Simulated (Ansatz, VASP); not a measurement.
# C62N in two plane-wave programs, part 2 of 2

Aim: how closely do two programs agree when they are given the same cell, functional and k mesh? The cell is taken from a series of runs on this material, whose earlier steps may have relaxed, scaled, displaced or heated it; both programs get it as it stands.

VASP 6.6.1 and Ansatz 0.2.0.

So far. Step 3 (VASP: single point, PBE, pair 1): The run ends at a pressure of 9.33 GPa, with forces up to 0.022 eV/Å.

### Step 5. Ansatz: single point, PBE, pair 2

Level of this step: Ansatz beside VASP: Kohn-Sham DFT, plane waves, PBE (Ansatz).

With cell and atoms fixed, the geometry can't cause a difference; cores, projectors, grids and the points listed under the comparison can.

The cell is taken from a series of runs on this material, whose earlier steps may have relaxed, scaled, displaced or heated it; both programs get it as it stands.

input.yaml

```yaml
crystal:
  lattice:
    - [7.14316351, 0.0, 0.0]
    - [0.0, 7.14316351, 0.0]
    - [0.0, 0.0, 7.14316351]
  atoms:
    - { symbol: C, position: [-0.000940223, -0.000940223, 0.249424064] }
    - { symbol: C, position: [-0.000940223, 0.249424064, -0.000940223] }
    - { symbol: C, position: [0.249424064, -0.000940223, -0.000940223] }
    - { symbol: "N", position: [0.240326232, 0.240326232, 0.240326232] }
    - { symbol: C, position: [0.126676256, 0.126676256, 0.371301744] }
    - { symbol: C, position: [0.126676256, 0.371301744, 0.126676256] }
    - { symbol: C, position: [0.371301744, 0.126676256, 0.126676256] }
    - { symbol: C, position: [0.000125995, 0.000125995, 0.749168641] }
    - { symbol: C, position: [0.001720106, 0.251682428, 0.498307704] }
    - { symbol: C, position: [0.251682428, 0.001720106, 0.498307704] }
    - { symbol: C, position: [0.250809921, 0.250809921, 0.748648757] }
    - { symbol: C, position: [0.125323902, 0.125323902, 0.873932036] }
    - { symbol: C, position: [0.126110989, 0.377998776, 0.624163268] }
    - { symbol: C, position: [0.377998776, 0.126110989, 0.624163268] }
    - { symbol: C, position: [0.375043694, 0.375043694, 0.874753875] }
    - { symbol: C, position: [0.001720106, 0.498307704, 0.251682428] }
    - { symbol: C, position: [0.000125995, 0.749168641, 0.000125995] }
    - { symbol: C, position: [0.251682428, 0.498307704, 0.001720106] }
    - { symbol: C, position: [0.250809921, 0.748648757, 0.250809921] }
    - { symbol: C, position: [0.126110989, 0.624163268, 0.377998776] }
    - { symbol: C, position: [0.125323902, 0.873932036, 0.125323902] }
    - { symbol: C, position: [0.377998776, 0.624163268, 0.126110989] }
    - { symbol: C, position: [0.375043694, 0.874753875, 0.375043694] }
    - { symbol: C, position: [-0.001709128, 0.498936, 0.75143649] }
    - { symbol: C, position: [-0.001709128, 0.75143649, 0.498936] }
    - { symbol: C, position: [0.236304871, 0.51277361, 0.51277361] }
    - { symbol: C, position: [0.250071536, 0.750986956, 0.750986956] }
    - { symbol: C, position: [0.125067529, 0.623949006, 0.876118351] }
    - { symbol: C, position: [0.125067529, 0.876118351, 0.623949006] }
    - { symbol: C, position: [0.373510203, 0.623705725, 0.623705725] }
    - { symbol: C, position: [0.3750974, 0.87557638, 0.87557638] }
    - { symbol: C, position: [0.498307704, 0.001720106, 0.251682428] }
    - { symbol: C, position: [0.498307704, 0.251682428, 0.001720106] }
    - { symbol: C, position: [0.749168641, 0.000125995, 0.000125995] }
    - { symbol: C, position: [0.748648757, 0.250809921, 0.250809921] }
    - { symbol: C, position: [0.624163268, 0.126110989, 0.377998776] }
    - { symbol: C, position: [0.624163268, 0.377998776, 0.126110989] }
    - { symbol: C, position: [0.873932036, 0.125323902, 0.125323902] }
    - { symbol: C, position: [0.874753875, 0.375043694, 0.375043694] }
    - { symbol: C, position: [0.498936, -0.001709128, 0.75143649] }
    - { symbol: C, position: [0.51277361, 0.236304871, 0.51277361] }
    - { symbol: C, position: [0.75143649, -0.001709128, 0.498936] }
    - { symbol: C, position: [0.750986956, 0.250071536, 0.750986956] }
    - { symbol: C, position: [0.623949006, 0.125067529, 0.876118351] }
    - { symbol: C, position: [0.623705725, 0.373510203, 0.623705725] }
    - { symbol: C, position: [0.876118351, 0.125067529, 0.623949006] }
    - { symbol: C, position: [0.87557638, 0.3750974, 0.87557638] }
    - { symbol: C, position: [0.51277361, 0.51277361, 0.236304871] }
    - { symbol: C, position: [0.498936, 0.75143649, -0.001709128] }
    - { symbol: C, position: [0.75143649, 0.498936, -0.001709128] }
    - { symbol: C, position: [0.750986956, 0.750986956, 0.250071536] }
    - { symbol: C, position: [0.623705725, 0.623705725, 0.373510203] }
    - { symbol: C, position: [0.623949006, 0.876118351, 0.125067529] }
    - { symbol: C, position: [0.876118351, 0.623949006, 0.125067529] }
    - { symbol: C, position: [0.87557638, 0.87557638, 0.3750974] }
    - { symbol: C, position: [0.499068097, 0.499068097, 0.749023585] }
    - { symbol: C, position: [0.499068097, 0.749023585, 0.499068097] }
    - { symbol: C, position: [0.749023585, 0.499068097, 0.499068097] }
    - { symbol: C, position: [0.74916314, 0.74916314, 0.74916314] }
    - { symbol: C, position: [0.62465828, 0.62465828, 0.87436627] }
    - { symbol: C, position: [0.62465828, 0.87436627, 0.62465828] }
    - { symbol: C, position: [0.87436627, 0.62465828, 0.62465828] }
    - { symbol: C, position: [0.87472742, 0.87472742, 0.87472742] }
total_charge: -1
basis:
  ecutwfc: 420
  xc_grid: 2
hamiltonian:
  xc: pbe
kpoints:
  mp_grid: { grid: [1, 1, 1] }
magnetization:
  spin_polarized: true
  initial_magnetization: 2
  spin_locking: { lock_magnetization: hard }
scf:
  occupations: { method: fermi_dirac, width: 0.01 }
  max_iter: 120
  n_extra_bands: 20
  lower_state_search: "off"
output:
  forces: true
checkpoint:
  read: "../ground.run"
  write: "../ground_at_excited.run"
  compress: false
  write_wavefunctions: true
  write_every: 100000
```

Launch:

```sh
$ ansatz run input.yaml --threads 2 --pin off --max-ram 3768MiB --backend cpu --events-out ev --progress --plain --runs-dir out
```

Numbers of over 12 decimals in the logs are rounded to 6 here.

The program printed:

```text
[...]
atom  60  C     -0.05300197    -0.05300197    -0.13954183
  atom  61  C     -0.05300197    -0.13954183    -0.05300197
  atom  62  C     -0.13954183    -0.05300197    -0.05300197
  atom  63  C     -0.03882212    -0.03882212    -0.03882212
  max |Σ_I F_I| component: 4.99e-5 eV/Å
--- Band table (eV) ---
  k-point 0 ↑: bands = [... 123 lower, 12.3252, 12.3252, 13.8524, 14.7072, 14.7072, 17.2249, 17.2571, 17.2571, ... 17 higher]
  k-point 0 ↓: bands = [... 123 lower, 12.4516, 12.4649, 14.2845, 15.8344, 15.8344, 17.2482, 17.2744, 17.2744, ... 17 higher]
[key lines of the parts left out:]
Free energy (F): -15908.432002 eV
Fermi energy:    15.270815 (↑ 15.969145, ↓ 15.055967) eV
```

### Step 6. VASP: single point, PBE, pair 2

The same cell, functional, mesh and smearing now go to VASP, with its own data sets.

INCAR

```
SYSTEM = C62N
PREC = Accurate
ENCUT = 520
EDIFF = 1E-06
NELM = 200
ISMEAR = -1
SIGMA = 0.01
LREAL = Auto
ALGO = Normal
GGA = PE
NELECT = 254
NBANDS = 176
ISPIN = 2
MAGMOM = 0 0 0 0 0 0 0 0.01 0.01 0.01 -0 -0 -0 -0 0.01 0 0.01 0.01 -0 -0 -0 -0 0.02 0.02 0.24 0.02 -0 -0 -0.01 0.01 0.01 0.01 0 0.01 -0 -0 -0 -0 0.02 0.24 0.02 0.02 -0 -0.01 -0 0.01 0.24 0.02 0.02 0.02 -0.01 -0 -0 0.01 0.01 0.01 0.01 0 -0 -0 -0 0 0
LORBIT = 11
LWAVE = .FALSE.
LCHARG = .FALSE.
ISIF = 2
NUPDOWN = 2
LASPH = .TRUE.
GGA_COMPAT = .FALSE.
NCORE = 2
```

POSCAR

```
C62N
1.0
    7.1431635103      0.0000000000      0.0000000000
    0.0000000000      7.1431635103      0.0000000000
    0.0000000000      0.0000000000      7.1431635103
C N
62 1
Direct
    0.9990597773      0.9990597773      0.2494240643
    0.9990597773      0.2494240643      0.9990597773
    0.2494240643      0.9990597773      0.9990597773
    0.1266762560      0.1266762560      0.3713017443
    0.1266762560      0.3713017443      0.1266762560
    0.3713017443      0.1266762560      0.1266762560
    0.0001259946      0.0001259946      0.7491686414
    0.0017201058      0.2516824278      0.4983077045
    0.2516824278      0.0017201058      0.4983077045
    0.2508099208      0.2508099208      0.7486487566
    0.1253239019      0.1253239019      0.8739320358
    0.1261109889      0.3779987760      0.6241632675
    0.3779987760      0.1261109889      0.6241632675
    0.3750436941      0.3750436941      0.8747538747
    0.0017201058      0.4983077045      0.2516824278
    0.0001259946      0.7491686414      0.0001259946
    0.2516824278      0.4983077045      0.0017201058
    0.2508099208      0.7486487566      0.2508099208
    0.1261109889      0.6241632675      0.3779987760
    0.1253239019      0.8739320358      0.1253239019
    0.3779987760      0.6241632675      0.1261109889
    0.3750436941      0.8747538747      0.3750436941
    0.9982908723      0.4989360005      0.7514364901
    0.9982908723      0.7514364901      0.4989360005
    0.2363048715      0.5127736097      0.5127736097
    0.2500715360      0.7509869556      0.7509869556
    0.1250675286      0.6239490058      0.8761183514
    0.1250675286      0.8761183514      0.6239490058
    0.3735102025      0.6237057251      0.6237057251
    0.3750973997      0.8755763804      0.8755763804
    0.4983077045      0.0017201058      0.2516824278
    0.4983077045      0.2516824278      0.0017201058
    0.7491686414      0.0001259946      0.0001259946
    0.7486487566      0.2508099208      0.2508099208
    0.6241632675      0.1261109889      0.3779987760
    0.6241632675      0.3779987760      0.1261109889
    0.8739320358      0.1253239019      0.1253239019
    0.8747538747      0.3750436941      0.3750436941
    0.4989360005      0.9982908723      0.7514364901
    0.5127736097      0.2363048715      0.5127736097
    0.7514364901      0.9982908723      0.4989360005
    0.7509869556      0.2500715360      0.7509869556
    0.6239490058      0.1250675286      0.8761183514
    0.6237057251      0.3735102025      0.6237057251
    0.8761183514      0.1250675286      0.6239490058
    0.8755763804      0.3750973997      0.8755763804
    0.5127736097      0.5127736097      0.2363048715
    0.4989360005      0.7514364901      0.9982908723
    0.7514364901      0.4989360005      0.9982908723
    0.7509869556      0.7509869556      0.2500715360
    0.6237057251      0.6237057251      0.3735102025
    0.6239490058      0.8761183514      0.1250675286
    0.8761183514      0.6239490058      0.1250675286
    0.8755763804      0.8755763804      0.3750973997
    0.4990680972      0.4990680972      0.7490235851
    0.4990680972      0.7490235851      0.4990680972
    0.7490235851      0.4990680972      0.4990680972
    0.7491631404      0.7491631404      0.7491631404
    0.6246582801      0.6246582801      0.8743662702
    0.6246582801      0.8743662702      0.6246582801
    0.8743662702      0.6246582801      0.6246582801
    0.8747274199      0.8747274199      0.8747274199
    0.2403262320      0.2403262320      0.2403262320
```

KPOINTS

```
Automatic mesh
0
Gamma
1 1 1
0 0 0
```

Potentials, in the order of the species: C and N (PBE family, release 64).

Launch:

```sh
$ mpirun -np 8 vasp_gam
```

The program printed:

```text
[... set-up lines as in an earlier step ...]
 entering main loop
       N       E                     dE             d eps       ncg     rms          rms(c)
DAV:   1     0.181519738745E+04    0.18152E+04   -0.15425E+05   704   0.150E+03
DAV:   2    -0.400644950625E+03   -0.22158E+04   -0.20490E+04   936   0.345E+02
DAV:   3    -0.567634871739E+03   -0.16699E+03   -0.16435E+03   872   0.905E+01
DAV:   4    -0.571615858346E+03   -0.39810E+01   -0.39601E+01   872   0.148E+01
DAV:   5    -0.571711485915E+03   -0.95628E-01   -0.95423E-01   888   0.217E+00BRMIX: very serious problems
 the old and the new charge density differ
 old charge density:   253.00000 new  254.00000
    0.321E+01
DAV:   6    -0.555160050384E+03    0.16551E+02   -0.14534E+01   824   0.888E+00    0.189E+01
DAV:   7    -0.549859360588E+03    0.53007E+01   -0.14569E+01   840   0.862E+00    0.549E+00
DAV:   8    -0.549998352125E+03   -0.13899E+00   -0.71427E-01   864   0.218E+00    0.286E+00
DAV:   9    -0.550005027398E+03   -0.66753E-02   -0.97908E-02   896   0.989E-01    0.911E-01
[...]
DAV:  14    -0.550005782009E+03   -0.32021E-04   -0.25110E-05   848   0.145E-02    0.132E-02
DAV:  15    -0.550005791489E+03   -0.94797E-05   -0.90725E-06   848   0.925E-03    0.530E-03
DAV:  16    -0.550005792403E+03   -0.91379E-06   -0.19135E-06   568   0.401E-03
   1 F= -.55000579E+03 E0= -.55000579E+03  d E =-.251179E-12  mag=     2.0000
```

Parts of OUTCAR (step 6):

```text
  FREE ENERGIE OF THE ION-ELECTRON SYSTEM (eV)
  ---------------------------------------------------
  free  energy   TOTEN  =      -550.0057924026 eV

  energy  without entropy=     -550.0057924026  energy(sigma->0) =     -550.00579240

 magnetization (x)
# of ion       s       p       d       tot
------------------------------------------
    1        0.000   0.004   0.000   0.004
    2        0.000   0.004   0.000   0.004
    3        0.000   0.004   0.000   0.004
    4       -0.000   0.000   0.000   0.000
    5       -0.000   0.000   0.000   0.000
    6       -0.000   0.000   0.000   0.000
    7        0.000   0.002   0.000   0.002
    8        0.001   0.007   0.000   0.008
    9        0.001   0.007   0.000   0.008
   10        0.000   0.012   0.000   0.012
   11       -0.000  -0.001   0.000  -0.001
   12       -0.003  -0.004   0.000  -0.007
   13       -0.003  -0.004   0.000  -0.007
[...]
--------------------------------------------------
tot          0.120   1.160   0.000   1.280

[... 1 part as in an earlier step ...]
```

The run ends at a pressure of 9.76 GPa, with forces up to 1.0 eV/Å.

### Step 7. Differences

Compared:

```tsv
quantity	Ansatz	VASP	difference
total moment, fixed by the input (μB)	2.00	2.00	0.00
moment on C25 (μB)	0.24	0.32	-0.08
moment on C40 (μB)	0.24	0.32	-0.08
moment on C47 (μB)	0.24	0.32	-0.08
```

Forces on 7 of the 63 atoms, those with the largest forces and the largest differences (eV/Å; atoms numbered as in POSCAR):

```tsv
atom	Ansatz x, y, z	VASP x, y, z
C4	-0.154, -0.154, -0.517	-0.155, -0.155, -0.494
C5	-0.154, -0.517, -0.154	-0.155, -0.494, -0.155
C6	-0.517, -0.154, -0.154	-0.494, -0.155, -0.155
C13	-0.472, -0.073, -0.066	-0.484, -0.082, -0.067
C25	0.999, -0.063, -0.063	1.005, -0.074, -0.074
C40	-0.063, 0.999, -0.063	-0.074, 1.005, -0.074
C47	-0.063, -0.063, 0.999	-0.074, -0.074, 1.005
```

The forces differ by 5.7 meV/Å r.m.s., which is 2.8 % of the r.m.s. force of 0.207 eV/Å (both taken over all components). The cell carries a charge of -1 e against a uniform background, so its pressure also hangs on how the neutralising background is counted, and in a defect's cell a gap may be the spacing between its levels.

### Step 8. Results

* difference in moment on C25 (single point, PBE, pair 1): -0.082 μB
* r.m.s. force difference (single point, PBE, pair 2): 2.8 % of the r.m.s. force

What this shows: The r.m.s. force difference is 2.8 % of the r.m.s. force (single point, PBE, pair 2), within the 3 % picked in this series as the mark of a large difference. How closely two codes agree says nothing of how well the functional describes the real material.

[Lines on the potential files, build, host, timing and source positions are cut from VASP's logs without a mark.]

[Logs are printed without paths, hosts, clocks, repeated set-up lines and the standing remarks that a program may print on its own settings, such as how far it seeks lower states.]

[Hosts, paths, dates, database ids (printed as entryN), source tags and the programs' standing remarks are cut or masked in the printed files.]
